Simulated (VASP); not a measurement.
# GaAs (F-43m) in VASP: a series of runs, part 2 of 2

VASP 6.6.1. The steps go on from the part before.

## (6) Single point, PBE (a relaxed cell with its volume scaled by 1.09)

Contents of INCAR:

```
SYSTEM = GaAs
  PREC = Accurate
  ENCUT = 520
  EDIFF = 1E-7
  ISMEAR = 0
  SIGMA = 0.02
  LREAL = .False.
  LASPH = .True.
  NELM = 100
  ALGO = Normal
  ISIF = 2
  LWAVE = .False.
  LCHARG = .False.
  GGA = PE
  NBANDS = 11
```

Contents of KPOINTS:

```
Automatic mesh
0
Gamma
  10 10 10
  0 0 0
```

Contents of POSCAR:

```
GaAs                                    
1.0
    0.0000000000      2.9647923561      2.9647923561
    2.9647923561      0.0000000000      2.9647923561
    2.9647923561      2.9647923561      0.0000000000
  Ga              As            
     1     1
Direct
     0.0000000000000000    0.0000000000000000    0.0000000000000000
     0.2500000000000000    0.2500000000000000    0.2500000000000000
```

Potentials or basis: VASP PAW PBE potentials, release 64 (Ga, As).

Started as:

```sh
> cat potpaw_PBE.64/Ga/POTCAR potpaw_PBE.64/As/POTCAR > POTCAR
> mpirun -np 1 vasp_std > vasp.out
```

OUTCAR:

```text
SYSTEM = GaAs
   PREC = Accurate
   ENCUT = 520
   EDIFF = 1E-7
   ISMEAR = 0
   LREAL = .False.
   LASPH = .True.
   NELM = 100
   ISIF = 2
   GGA = PE

 ion  position               nearest neighbor table
   1  0.000  0.000  0.000-   2 2.57   2 2.57   2 2.57   2 2.57
   2  0.250  0.250  0.250-   1 2.57   1 2.57   1 2.57   1 2.57

  LATTYP: Found a face centered cubic cell.
 ALAT       =     5.9295847122

  Lattice vectors:

 A1 = (   0.0000000000,   2.9647923561,   2.9647923561)
 A2 = (   2.9647923561,   0.0000000000,   2.9647923561)
 A3 = (   2.9647923561,   2.9647923561,   0.0000000000)

Analysis of symmetry for initial positions (statically):
=====================================================================
 Subroutine PRICEL returns:
 Original cell was already a primitive cell.

 Routine SETGRP: Setting up the symmetry group for a
 face centered cubic supercell.

 Subroutine GETGRP returns: Found 24 space group operations
 (whereof 24 operations were pure point group operations)
 out of a pool of 48 trial point group operations.

The static configuration has the point symmetry T_d .

Analysis of symmetry for dynamics (positions and initial velocities):
=====================================================================
 Subroutine PRICEL returns:
 Original cell was already a primitive cell.

 Routine SETGRP: Setting up the symmetry group for a
 face centered cubic supercell.

 Subroutine GETGRP returns: Found 24 space group operations
 (whereof 24 operations were pure point group operations)
 out of a pool of 48 trial point group operations.

The dynamic configuration has the point symmetry T_d .

 Subroutine INISYM returns: Found 24 space group operations
 (whereof 24 operations are pure point group operations),
 and found     1 'primitive' translations

----------------------------------------------------------------------------------------

                                     Primitive cell

  volume of cell :      52.1210

  direct lattice vectors                    reciprocal lattice vectors
     0.000000000  2.964792356  2.964792356    -0.168645875  0.168645875  0.168645875
     2.964792356  0.000000000  2.964792356     0.168645875 -0.168645875  0.168645875
     2.964792356  2.964792356  0.000000000     0.168645875  0.168645875 -0.168645875

  length of vectors
     4.192849560  4.192849560  4.192849560     0.292103223  0.292103223  0.292103223

  position of ions in fractional coordinates (direct lattice)
     0.000000000  0.000000000  0.000000000
     0.250000000  0.250000000  0.250000000

  ion indices of the primitive-cell ions
   primitive index   ion index
                 1           1
                 2           2

----------------------------------------------------------------------------------------

 KPOINTS: Automatic mesh

Automatic generation of k-mesh.
 Grid dimensions read from file:
 generate k-points for:   10   10   10

 Generating k-lattice:

  Cartesian coordinates                     Fractional coordinates (reciprocal lattice)
    -0.016864587  0.016864587  0.016864587     0.100000000  0.000000000  0.000000000
     0.016864587 -0.016864587  0.016864587     0.000000000  0.100000000  0.000000000
     0.016864587  0.016864587 -0.016864587     0.000000000  0.000000000  0.100000000

[... 38 lines left out ...]
   k-points           NKPTS =     47   k-points in BZ     NKDIM =     47   number of bands    NBANDS=     11
   number of dos      NEDOS =    301   number of ions     NIONS =      2
   total plane-waves  NPLWV =  32768
   dimension x,y,z NGX =    32 NGY =   32 NGZ =   32
   dimension x,y,z NGXF=    64 NGYF=   64 NGZF=   64
   ions per type =               1   1
   NGX,Y,Z   is equivalent  to a cutoff of  12.69, 12.69, 12.69 a.u.
   NGXF,Y,Z  is equivalent  to a cutoff of  25.38, 25.38, 25.38 a.u.
 SYSTEM =  GaAs
   PREC   = accura    normal or accurate (medium, high low for compatibility)
   ISTART =      0    job   : 0-new  1-cont  2-samecut
   ICHARG =      2    charge: 1-file 2-atom 10-const
   ISPIN  =      1    spin polarized calculation?
   LNONCOLLINEAR =      F non collinear calculations
   LSORBIT =      F    spin-orbit coupling
   LASPH  =      T    aspherical Exc in radial PAW
   ENCUT  =  520.0 eV  38.22 Ry    6.18 a.u.   7.80  7.80  7.80*2*pi/ulx,y,z
   NELM   =    100;   NELMIN=  2; NELMDL= -5     # of ELM steps
   EDIFF  = 0.1E-06   stopping-criterion for ELM
   LREAL  =      F    real-space projection
   EDIFFG = 0.1E-05   stopping-criterion for IOM
   NSW    =      0    number of steps for IOM
   IBRION =     -1    ionic relax: 0-MD 1-quasi-New 2-CG
   NFREE  =      0    steps in history (QN), initial steepest desc. (CG)
   ISIF   =      2    stress and relaxation
   ISYM   =      2    0-nonsym 1-usesym 2-fastsym
   POTIM  = 0.5000    time-step for ionic-motion
   TEBEG  =    0.0;   TEEND  =   0.0 temperature during run
   PSTRESS=    0.0 pullay stress
   NELECT =       8.0000    total number of electrons
   NUPDOWN=      -1.0000    fix difference up-down
   EMIN   =  10.00;   EMAX   =-10.00  energy-range for DOS
   EFERMI =   0.00;   METHOD = LEGACY
   ISMEAR =     0;   SIGMA  =   0.02  broadening in eV -4-tet -1-fermi 0-gaus
   EFERMI_NEDOS =   21; number of points for ismear=-14 and -15
   IALGO  =     38    algorithm
   IMIX   =      4    mixing-type and parameters
     AMIX     =   0.40;   BMIX     =  1.00
     AMIX_MAG =   1.60;   BMIX_MAG =  1.00
  volume/ion in A,a.u.               =      26.06       175.86
  Fermi-wavevector in a.u.,A,eV,Ry     =   0.876531  1.656403 10.453443  0.768306
  Thomas-Fermi vector in A             =   1.996354
   LORBIT       =      0    0 simple, 1 ext, 2 COOP (PROOUT), +10 PAW based schemes
   GGA     = PE    functional components
   LHFCALC =     F    Hartree Fock is set to
   AEXX    =    0.0000 exact exchange contribution
   IVDW    =     0    specifies the selected vdW correction
   LEPSILON=     F    determine dielectric tensor
   LRPA    =     F    only Hartree local field effects (RPA)
 non-spin polarized calculation
 Gauss-broadening in eV      SIGMA  =   0.02
  energy-cutoff  :      520.00
  volume of cell :       52.12
 maximum number of plane-waves:      1422
   NGX = 15   NGY = 15   NGZ = 15

 number of electron       8.0000001 magnetization

 Free energy of the ion-electron system (eV)
  ---------------------------------------------------
  ext. energy  EPLUGINS =         0.00000000
  ---------------------------------------------------
  free energy    TOTEN  =        -8.22494362 eV

  energy without entropy =       -8.22491276  energy(sigma->0) =       -8.22492819

 E-fermi :   1.6627     XC(G=0):  -8.6095

 val. band max:        1.6566554783   @ k =   0.0000   0.0000   0.0000
 cond. band min:       2.3162260805   @ k =   0.5000   0.0000   0.0000
 fundamental gap:      0.6595706022
 Fermi energy:         1.6627467828

 k-point     1 :       0.0000    0.0000    0.0000
  band No.  band energies     occupation
      1     -10.1170      2.00000
      2       1.2025      2.00000
      3       1.6567      1.33334
      4       1.6567      1.33334
      5       1.6567      1.33333
      6       5.3587      0.00000
      7       5.3587      0.00000
      8       5.3587      0.00000
      9       8.8354      0.00000
     10      11.4129      0.00000
     11      11.4129      0.00000
[... 309 lines left out ...]
 k-point    24 :       0.4000    0.3000    0.0000
  band No.  band energies     occupation
      1      -8.8107      2.00000
      2      -3.6488      2.00000
      3      -0.4628      2.00000
      4      -0.1847      2.00000
      5       3.5922      0.00000
      6       4.4102      0.00000
      7       8.3734      0.00000
      8       8.9675      0.00000
      9      10.5562      0.00000
     10      13.3227      0.00000
     11      13.4994      0.00000

 [... further k-points ...]

------------------------ aborting loop because EDIFF is reached ----------------------------------------

  FORCE on cell =-STRESS in cart. coord.  units (eV):
  Direction    XX          YY          ZZ          XY          YZ          ZX
  --------------------------------------------------------------------------------------
  -------------------------------------------------------------------------------------
  Total       -1.4041327     -1.4041327     -1.4041327      0.0000000     -0.0000000      0.0000000
  in kB      -43.1624301    -43.1624301    -43.1624301      0.0000000     -0.0000000      0.0000000
  external PRESSURE =     -43.1624301 kB  Pullay stress =       0.0000000 kB

 VOLUME and BASIS-vectors are now :
 -----------------------------------------------------------------------------
  energy-cutoff  :      520.00
  volume of cell :       52.12
      direct lattice vectors                 reciprocal lattice vectors
     0.000000000  2.964792356  2.964792356    -0.168645875  0.168645875  0.168645875
     2.964792356  0.000000000  2.964792356     0.168645875 -0.168645875  0.168645875
     2.964792356  2.964792356  0.000000000     0.168645875  0.168645875 -0.168645875

 POSITION                                       TOTAL-FORCE (eV/Angst)
 -----------------------------------------------------------------------------------
      0.00000      0.00000      0.00000         0.000000     -0.000000     -0.000000
      1.48240      1.48240      1.48240        -0.000000      0.000000      0.000000
 -----------------------------------------------------------------------------------
    total drift:                                0.000000      0.000000      0.000000

  FREE ENERGIE OF THE ION-ELECTRON SYSTEM (eV)
  ---------------------------------------------------
  free  energy   TOTEN  =        -8.2249436173 eV

  energy  without entropy=       -8.2249127649  energy(sigma->0) =       -8.22492819
```

stdout:

```text
POSCAR found type information on POSCAR GaAs
 POSCAR found :  2 types and       2 ions
 scaLAPACK will be used
 LDA part: xc-table for (Slater+PW92), standard interpolation
 POSCAR, INCAR and KPOINTS ok, starting setup
 FFT: planning ... GRIDC
 FFT: planning ... GRID_SOFT
 FFT: planning ... GRID
 WAVECAR not read
 entering main loop
```

Run time: 15 s. Hardware: 1 thread of AMD EPYC 9R45 (Zen 5), shared host; peak memory 0.16 GiB.

What came out:

| Property | Result |
| --- | --- |
| Free energy | -8.2249 eV |
| Pressure | -4.3 GPa |
| Band gap on the k mesh | none (metal or under the smearing width) |

## (7) Summary

| cell | gap on the mesh (eV) | pressure (GPa) |
| --- | --- | --- |
| a relaxed cell with its volume scaled by 1.03 | none | -1.7 |
| a relaxed cell with its volume scaled by 0.94 | 0.62 | 4.5 |
| a relaxed cell with its volume scaled by 1.06 | none | -3.1 |
| a relaxed cell with its volume scaled by 0.91 | 0.87 | 7.3 |
| a relaxed cell with its volume scaled by 1.09 | none | -4.3 |

Alike in all rows: task single point; level PBE; potentials or basis VASP PAW PBE potentials, release 64 (Ga, As); no spin polarisation; k mesh 10 × 10 × 10; cutoff (eV) 520; smearing gaussian 0.02 eV.

Absolute energies hang on the potentials; compare differences alone.
